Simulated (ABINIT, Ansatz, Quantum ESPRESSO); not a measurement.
## Cost and result for the electronic dielectric constant of ZnSe

**What was measured.** The electronic dielectric constant of ZnSe (Stilleite) (F-43m) is reported as 5.9 (a printed reference work). The runs below try to reproduce it.

```
Se Zn
1.0
     0.00000    2.83380    2.83380
     2.83380    0.00000    2.83380
     2.83380    2.83380    0.00000
Se Zn
1 1
Cartesian
  4.2507 4.2507 4.2507
  0.0000 0.0000 0.0000
```

```csv
rung,level,program and potentials,cutoff (eV),k mesh,smearing,task,core time,chip,electronic dielectric constant,miss,notes
GGA,PBE,"Ansatz, Ansatz PAW",420,6 × 6 × 6,fixed,phonons,1.7 min,Intel Xeon,7.27,+23.2 %,14 valence electrons an atom on average
LDA,LDA,"Quantum ESPRESSO, GBRV 1.5 LDA",612,"6 × 6 × 6, shifted",fixed,phonons,5.5 min,Intel Xeon Platinum 8375C Ice Lake,7.51,+27.3 %,13 valence electrons an atom on average; cell relaxed first (21.52 Å³/atom)
GGA,PBE,"Quantum ESPRESSO, SSSP 1.3 efficiency PBE",748,"6 × 6 × 6, shifted",fixed,phonons,9.6 min,Intel Xeon 6975P-C Granite Rapids,7.35,+24.6 %,13 valence electrons an atom on average; cell relaxed first (23.55 Å³/atom)
GGA,PBE,"Quantum ESPRESSO, SG15 PBE 1.2",952,"6 × 6 × 6, shifted",fixed,phonons,10 min,Intel Xeon 6975P-C Granite Rapids,7.42,+25.8 %,13 valence electrons an atom on average; cell relaxed first (23.56 Å³/atom)
GGA,PBE,"ABINIT, SG15 NC PBE v1.2",1061,"4 × 4 × 4, 4 shifts",fixed,phonons,23 min,Arm Neoverse V1,7.43,+25.9 %,13 valence electrons an atom on average
LDA,LDA,"ABINIT, PseudoDojo NC SR LDA v0.4.1 standard",1061,"4 × 4 × 4, 4 shifts",fixed,phonons,28 min,Arm Neoverse V2,7.81,+32.4 %,18 valence electrons an atom on average
GGA,PBEsol,"ABINIT, PseudoDojo NC SR PBEsol v0.4.1 standard",1061,"4 × 4 × 4, 4 shifts",fixed,dielectric tensor,29 min,Arm Neoverse V1,7.58,+28.5 %,18 valence electrons an atom on average
```

Times are single runs on shared hosts and different chips, so they are rough; meshes, cutoffs and the tasks' sizes weigh on the time. All rows: no spin polarisation. Smearing widths are in eV. The cell comes from a database and isn't always the measured one. Meshes differ between rows, which moves values too. All levels ran on this one cell, unrelaxed unless noted. Meshes are those of the run's cell of 2 atoms unless a note names another. Ansatz refines the mesh for the field response beyond the one shown. Misses use the values as printed. Runs on faulty files, with rough fits or with known faults for this quantity aren't shown. No row holds spin-orbit coupling.

By rung: LDA in relaxed cells 7.51; LDA 7.81; GGA 7.27 to 7.58; GGA in relaxed cells 7.35 to 7.42. Measured: 5.9 (a printed reference work). Closest is PBE with Ansatz, Ansatz PAW (+23.2 %). The runs are for a static lattice, while measurements hold temperature and zero-point motion.
